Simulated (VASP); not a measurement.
# Co (P-3m1) in VASP: a series of runs

The runs below take Co through single point, with LDA.

Everything below comes from runs of VASP 6.6.1. Logs are shortened: lines on timing, memory, paths and dates and some standing lists are left out, and cuts for length are marked.

### 1 The crystal as given

Symmetry: P-3m1, No. 164, trigonal system. The conventional cell has a = 2.487 Å, b = 2.487 Å, c = 4.063 Å, α = 90.00°, β = 90.00°, γ = 120.00°. Around Co (site symmetry 3m) lie 12 Co at 2.42 to 2.55 Å.

This isn't the form of Co at room conditions, which is hcp.

### 2 Single point, LDA, collinear spin, ferromagnetic start

The input, INCAR:

```
SYSTEM = Co
ADDGRID = .FALSE.
ALGO = Normal
EDIFF = 1E-6
ENCUT = 400
GGA = CA
ISIF = 2
ISMEAR = -1
ISPIN = 2
LASPH = .TRUE.
LCHARG = .FALSE.
LMAXMIX = 4
LORBIT = 11
LREAL = .FALSE.
LWAVE = .FALSE.
MAGMOM = 2 2
NBANDS = 20
NELM = 100
PREC = Accurate
SIGMA = 0.1
```

The input, KPOINTS:

```
k-points
0
G
  13 13 7
  0 0 0
```

The input, POSCAR:

```
Co
1.0
    2.4873648738      0.0000000000      0.0000000000
   -1.2436824369      2.1541211692      0.0000000000
    0.0000000000      0.0000000000      4.0632895034
Co
2
Direct
    0.3275520000      0.6759820000      0.7288160000
    0.6891290000      0.3188900000      0.2643300000
```

Potentials or basis: VASP PAW LDA potentials, release 64 (Co).

The run is started by

```sh
> cat potpaw_LDA.64/Co/POTCAR > POTCAR
> mpirun -np 1 vasp_std > vasp.out
```

OUTCAR:

```text
SYSTEM = Co
   EDIFF = 1E-6
   ENCUT = 400
   GGA = CA
   ISIF = 2
   ISMEAR = -1
   ISPIN = 2
   LASPH = .TRUE.
   LORBIT = 11
   LREAL = .FALSE.
   NELM = 100
   PREC = Accurate

 Found    592 irreducible k-points:

 Following reciprocal coordinates:
            Coordinates               Weight
  0.000000  0.000000  0.000000      1.000000
  0.076923 -0.000000  0.000000      2.000000
  0.000000  0.076923  0.000000      2.000000
 -0.076923  0.076923  0.000000      2.000000
  0.153846  0.000000  0.000000      2.000000
  0.000000  0.153846  0.000000      2.000000
   k-points           NKPTS =    592   k-points in BZ     NKDIM =    592   number of bands    NBANDS=     20
   number of dos      NEDOS =    301   number of ions     NIONS =      2
   total plane-waves  NPLWV =   7168
   dimension x,y,z NGX =    16 NGY =   16 NGZ =   28
   dimension x,y,z NGXF=    32 NGYF=   32 NGZF=   56
   ions per type =               2
   NGX,Y,Z   is equivalent  to a cutoff of  10.69, 10.69, 11.46 a.u.
   NGXF,Y,Z  is equivalent  to a cutoff of  21.39, 21.39, 22.91 a.u.
 SYSTEM =  Co
   PREC   = accura    normal or accurate (medium, high low for compatibility)
   ISTART =      0    job   : 0-new  1-cont  2-samecut
   ICHARG =      2    charge: 1-file 2-atom 10-const
   ISPIN  =      2    spin polarized calculation?
   LNONCOLLINEAR =      F non collinear calculations
   LSORBIT =      F    spin-orbit coupling
   LASPH  =      T    aspherical Exc in radial PAW
   ENCUT  =  400.0 eV  29.40 Ry    5.42 a.u.   4.06  4.06  6.63*2*pi/ulx,y,z
   NELM   =    100;   NELMIN=  2; NELMDL= -5     # of ELM steps
   EDIFF  = 0.1E-05   stopping-criterion for ELM
   LREAL  =      F    real-space projection
   EDIFFG = 0.1E-04   stopping-criterion for IOM
   NSW    =      0    number of steps for IOM
   IBRION =     -1    ionic relax: 0-MD 1-quasi-New 2-CG
   NFREE  =      0    steps in history (QN), initial steepest desc. (CG)
   ISIF   =      2    stress and relaxation
   ISYM   =      2    0-nonsym 1-usesym 2-fastsym
   POTIM  = 0.5000    time-step for ionic-motion
   TEBEG  =    0.0;   TEEND  =   0.0 temperature during run
   PSTRESS=    0.0 pullay stress
   NELECT =      18.0000    total number of electrons
   NUPDOWN=      -1.0000    fix difference up-down
   EMIN   =  10.00;   EMAX   =-10.00  energy-range for DOS
   EFERMI =   0.00;   METHOD = LEGACY
   ISMEAR =    -1;   SIGMA  =   0.10  broadening in eV -4-tet -1-fermi 0-gaus
   EFERMI_NEDOS =   21; number of points for ismear=-14 and -15
   IALGO  =     38    algorithm
   IMIX   =      4    mixing-type and parameters
     AMIX     =   0.40;   BMIX     =  1.00
     AMIX_MAG =   1.60;   BMIX_MAG =  1.00
  volume/ion in A,a.u.               =      10.89        73.46
  Fermi-wavevector in a.u.,A,eV,Ry     =   1.536514  2.903591 32.121660  2.360875
  Thomas-Fermi vector in A             =   2.643152
   LORBIT       =     11    0 simple, 1 ext, 2 COOP (PROOUT), +10 PAW based schemes
   GGA     = CA    functional components
   LHFCALC =     F    Hartree Fock is set to
   AEXX    =    0.0000 exact exchange contribution
   IVDW    =     0    specifies the selected vdW correction
   LEPSILON=     F    determine dielectric tensor
   LRPA    =     F    only Hartree local field effects (RPA)
 spin polarized calculation
  energy-cutoff  :      400.00
  volume of cell :       21.77
 maximum number of plane-waves:       407
   NGX =  9   NGY =  9   NGZ = 13

 number of electron      18.0000003 magnetization       3.1199806

 Free energy of the ion-electron system (eV)
  ---------------------------------------------------
  ext. energy  EPLUGINS =         0.00000000
  ---------------------------------------------------
  free energy    TOTEN  =       -16.09278977 eV

  energy without entropy =      -16.03002099  energy(sigma->0) =      -16.06140538

 E-fermi :   9.8860     XC(G=0): -13.7044

 val. band max:        9.8858663183   @ k =  -0.3846   0.4615  -0.2857
 cond. band min:       9.8880754570   @ k =  -0.2308   0.3846   0.0000
 fundamental gap:      0.0022091388
 Fermi energy:         9.8860358410

 spin component 1

 k-point     1 :       0.0000    0.0000    0.0000
  band No.  band energies     occupation
      1       0.9715      1.00000
      2       4.7652      1.00000
      3       7.2765      1.00000
      4       7.3462      1.00000
      5       7.4264      1.00000
      6       7.6602      1.00000
      7       7.6768      1.00000
      8       8.0610      1.00000
      9       8.3339      1.00000
     10       9.0665      0.99972
     11       9.4243      0.99022
     12       9.7892      0.72477
     13      16.0061      0.00000
     14      31.8633      0.00000
     15      34.3059      0.00000
     16      34.4872      0.00000
     17      34.8570      0.00000
     18      35.1952      0.00000
     19      36.0514      0.00000
     20      36.2083      0.00000

 k-point     2 :       0.0769   -0.0000    0.0000
  band No.  band energies     occupation
      1       1.1802      1.00000
      2       4.8967      1.00000
      3       7.1182      1.00000
      4       7.4370      1.00000
      5       7.5148      1.00000
      6       7.6310      1.00000
      7       7.7510      1.00000
      8       7.9890      1.00000
      9       8.2655      1.00000
     10       8.5043      1.00000
     11       9.1971      0.99898
     12      10.8599      0.00006
     13      16.0493      0.00000
     14      30.2570      0.00000
     15      32.5408      0.00000
     16      32.6940      0.00000
     17      35.1521      0.00000
     18      35.6965      0.00000
     19      37.4433      0.00000
     20      38.0428      0.00000

 k-point     3 :       0.0000    0.0769    0.0000
  band No.  band energies     occupation
      1       1.1801      1.00000
      2       4.8964      1.00000
      3       7.1193      1.00000
      4       7.4387      1.00000
      5       7.5151      1.00000
      6       7.6242      1.00000
      7       7.7542      1.00000
      8       7.9905      1.00000
      9       8.2635      1.00000
     10       8.4981      1.00000
     11       9.2096      0.99885
     12      10.8549      0.00006
     13      16.0491      0.00000
     14      30.2705      0.00000
     15      32.5221      0.00000
     16      32.6772      0.00000
     17      35.1565      0.00000
     18      35.7294      0.00000
     19      37.4490      0.00000
     20      38.0518      0.00000

 k-point     4 :      -0.0769    0.0769    0.0000
  band No.  band energies     occupation
      1       1.1794      1.00000
      2       4.8888      1.00000
      3       7.1354      1.00000
      4       7.4435      1.00000
      5       7.5060      1.00000
      6       7.6555      1.00000
      7       7.7000      1.00000
      8       8.0627      1.00000
      9       8.1242      1.00000
     10       8.4648      1.00000
     11       9.4370      0.98890
     12      10.7456      0.00018
     13      16.0470      0.00000
     14      30.4887      0.00000
     15      32.1458      0.00000
     16      32.5293      0.00000
     17      35.1875      0.00000
     18      36.2319      0.00000
     19      37.5669      0.00000
     20      38.0256      0.00000

 k-point     5 :       0.1538    0.0000    0.0000
  band No.  band energies     occupation
      1       1.7875      1.00000
      2       5.2389      1.00000
      3       6.8396      1.00000
      4       7.3094      1.00000
      5       7.4981      1.00000
      6       7.7533      1.00000
      7       7.7963      1.00000
      8       7.9157      1.00000
      9       8.0683      1.00000
     10       8.2108      1.00000
     11       9.2606      0.99808
     12      12.2996      0.00000
     13      16.1917      0.00000
     14      26.8365      0.00000
     15      30.3716      0.00000
     16      31.6786      0.00000
     17      33.7391      0.00000
     18      35.5838      0.00000
     19      36.3153      0.00000
     20      38.1076      0.00000

 k-point     6 :       0.0000    0.1538    0.0000
  band No.  band energies     occupation
      1       1.7873      1.00000
      2       5.2373      1.00000
      3       6.8405      1.00000
      4       7.3118      1.00000
      5       7.4941      1.00000
      6       7.7499      1.00000
      7       7.7907      1.00000
      8       7.9121      1.00000
      9       8.0788      1.00000
     10       8.2128      1.00000
     11       9.2689      0.99792
     12      12.2930      0.00000
     13      16.1912      0.00000
     14      26.8425      0.00000
     15      30.3724      0.00000
     16      31.6604      0.00000
     17      33.7484      0.00000
     18      35.5752      0.00000
     19      36.3303      0.00000
     20      38.1212      0.00000

 [... further k-points ...]

 spin component 2

 k-point     1 :       0.0000    0.0000    0.0000
  band No.  band energies     occupation
      1       1.1539      1.00000
      2       5.6560      1.00000
      3       8.6410      1.00000
      4       8.7693      0.99999
      5       8.8688      0.99996
      6       9.0938      0.99964
      7       9.1186      0.99954
      8       9.6000      0.94586
      9       9.9280      0.39669
     10      10.0133      0.21882
     11      10.6986      0.00030
     12      11.0383      0.00001
     13      16.9509      0.00000
     14      31.9055      0.00000
     15      34.6583      0.00000
     16      34.7215      0.00000
     17      35.2887      0.00000
     18      35.2955      0.00000
     19      36.4758      0.00000
     20      36.5826      0.00000

 k-point     2 :       0.0769   -0.0000    0.0000
  band No.  band energies     occupation
      1       1.3634      1.00000
      2       5.8012      1.00000
      3       8.4742      1.00000
      4       8.8505      0.99997
      5       8.9621      0.99990
      6       9.0306      0.99981
      7       9.1736      0.99920
      8       9.3804      0.99367
      9       9.5888      0.95130
     10       9.8605      0.56338
     11      10.8086      0.00010
     12      11.8242      0.00000
     13      16.9804      0.00000
     14      30.5256      0.00000
     15      32.8982      0.00000
     16      33.0291      0.00000
     17      35.2613      0.00000
     18      35.8645      0.00000
     19      37.5658      0.00000
     20      38.4672      0.00000

 k-point     3 :       0.0000    0.0769    0.0000
  band No.  band energies     occupation
      1       1.3634      1.00000
      2       5.8010      1.00000
      3       8.4749      1.00000
      4       8.8526      0.99997
      5       8.9620      0.99990
      6       9.0258      0.99982
      7       9.1771      0.99917
      8       9.3731      0.99412
      9       9.5913      0.95013
     10       9.8620      0.55990
     11      10.8180      0.00009
     12      11.8169      0.00000
     13      16.9803      0.00000
     14      30.5398      0.00000
     15      32.8666      0.00000
     16      33.0222      0.00000
     17      35.2653      0.00000
     18      35.9006      0.00000
     19      37.5730      0.00000
     20      38.4759      0.00000

 k-point     4 :      -0.0769    0.0769    0.0000
  band No.  band energies     occupation
      1       1.3627      1.00000
      2       5.7948      1.00000
      3       8.4786      1.00000
      4       8.8749      0.99996
      5       8.9350      0.99993
      6       9.0806      0.99968
      7       9.1347      0.99945
      8       9.2843      0.99757
      9       9.6002      0.94576
     10       9.8836      0.50620
     11      11.0534      0.00001
     12      11.6330      0.00000
     13      16.9782      0.00000
     14      30.7757      0.00000
     15      32.3814      0.00000
     16      32.9454      0.00000
     17      35.2895      0.00000
     18      36.4252      0.00000
     19      37.7254      0.00000
     20      38.4432      0.00000

 k-point     5 :       0.1538    0.0000    0.0000
  band No.  band energies     occupation
      1       1.9755      1.00000
      2       6.1868      1.00000
      3       8.1184      1.00000
      4       8.4931      1.00000
      5       8.7974      0.99998
      6       9.1569      0.99932
      7       9.2632      0.99803
      8       9.3879      0.99318
      9       9.5099      0.97728
     10       9.7674      0.76605
     11      10.9009      0.00004
     12      13.1787      0.00000
     13      17.0797      0.00000
     14      27.2694      0.00000
     15      30.7809      0.00000
     16      31.9810      0.00000
     17      33.9633      0.00000
     18      35.6669      0.00000
     19      36.5769      0.00000
     20      38.4934      0.00000

 k-point     6 :       0.0000    0.1538    0.0000
  band No.  band energies     occupation
      1       1.9754      1.00000
      2       6.1855      1.00000
      3       8.1162      1.00000
      4       8.4942      1.00000
      5       8.8012      0.99998
      6       9.1488      0.99937
      7       9.2602      0.99809
      8       9.3818      0.99359
      9       9.5250      0.97366
     10       9.7687      0.76369
     11      10.9073      0.00004
     12      13.1705      0.00000
     13      17.0791      0.00000
     14      27.2765      0.00000
     15      30.7811      0.00000
     16      31.9613      0.00000
     17      33.9744      0.00000
     18      35.6578      0.00000
     19      36.5949      0.00000
     20      38.5062      0.00000

 [... further k-points ...]

------------------------ aborting loop because EDIFF is reached ----------------------------------------

  FORCE on cell =-STRESS in cart. coord.  units (eV):
  Direction    XX          YY          ZZ          XY          YZ          ZX
  --------------------------------------------------------------------------------------
  -------------------------------------------------------------------------------------
  Total       -2.4072444     -2.1617615     -2.2062198      0.2348672     -0.0992051      0.1999992
  in kB     -177.1509035   -159.0856395   -162.3573584     17.2840548     -7.3005764     14.7180884
  external PRESSURE =    -166.1979671 kB  Pullay stress =       0.0000000 kB

 VOLUME and BASIS-vectors are now :
 -----------------------------------------------------------------------------
  energy-cutoff  :      400.00
  volume of cell :       21.77
      direct lattice vectors                 reciprocal lattice vectors
     2.487364874  0.000000000  0.000000000     0.402031889  0.232113220  0.000000000
    -1.243682437  2.154121169  0.000000000     0.000000000  0.464226439  0.000000000
     0.000000000  0.000000000  4.063289503     0.000000000  0.000000000  0.246106018

 POSITION                                       TOTAL-FORCE (eV/Angst)
 -----------------------------------------------------------------------------------
     -0.02597      1.45615      2.96139         0.245528     -0.123954      0.888882
      1.31752      0.68693      1.07405        -0.245528      0.123954     -0.888882
 -----------------------------------------------------------------------------------
    total drift:                                0.000027     -0.000034      0.000070

  FREE ENERGIE OF THE ION-ELECTRON SYSTEM (eV)
  ---------------------------------------------------
  free  energy   TOTEN  =       -16.0927897675 eV

  energy  without entropy=      -16.0300209864  energy(sigma->0) =      -16.06140538

 total charge

# of ion       s       p       d       tot
------------------------------------------
    1        0.493   0.520   7.284   8.297
    2        0.493   0.520   7.284   8.297
--------------------------------------------------
tot          0.987   1.039  14.568  16.594

 magnetization (x)

# of ion       s       p       d       tot
------------------------------------------
    1       -0.012  -0.037   1.611   1.561
    2       -0.012  -0.037   1.611   1.561
--------------------------------------------------
tot         -0.024  -0.074   3.221   3.123
```

It took 2.2 min on 1 thread of Intel Xeon Platinum 8488C (Sapphire Rapids), shared host; peak memory 0.32 GiB.

These settings aren't checked as converged: the numbers below hold their error.

What came out:

| Item | Value |
| --- | --- |
| Free energy | -16.0928 eV |
| Pressure | -16.6 GPa |
| Largest force | 0.930 eV/Å |
| Band gap on the k mesh | none (metal or under the smearing width) |
| Net moment | 3.12 μB per cell |
| Site moments | Co +1.56 μB |
| Valence electrons inside the program's atomic spheres | Co 8.30 |

### 3 Single point, LDA, collinear spin, ferromagnetic start

INCAR, as its differences from that of step 2:

```diff
@@ -4,3 +4,3 @@
 EDIFF = 1E-6
-ENCUT = 400
+ENCUT = 460
 GGA = CA
```

KPOINTS is that of step 2.

The input, POSCAR:

```
Co
1.0
    2.4873648738      0.0000000000      0.0000000000
   -1.2436824369      2.1541211692      0.0000000000
    0.0000000000      0.0000000000      4.0632895034
Co
2
Direct
    0.3333333333      0.6666666667      0.7401390000
    0.6666666667      0.3333333333      0.2598610000
```

Potentials or basis: VASP PAW LDA potentials, release 64 (Co).

The run is started by

```sh
> cat potpaw_LDA.64/Co/POTCAR > POTCAR
> mpirun -np 1 vasp_std > vasp.out
```

Wall time 48 s (1 thread of Intel Xeon Platinum 8488C (Sapphire Rapids), shared host); peak memory 0.17 GiB.

The run converged, but some of its settings lie outside the range that counts as converged, so its numbers aren't taken as properties of the crystal.

What came out:

* Free energy: -16.1455 eV
* Pressure: -18.4 GPa
* Largest force: 0.418 eV/Å
* Band gap on the k mesh: none (metal or under the smearing width)
* Net moment: 3.11 μB per cell
* Site moments: Co +1.56 μB
* Valence electrons inside the program's atomic spheres: Co 8.28

(Part 1 of 2 ends here.)
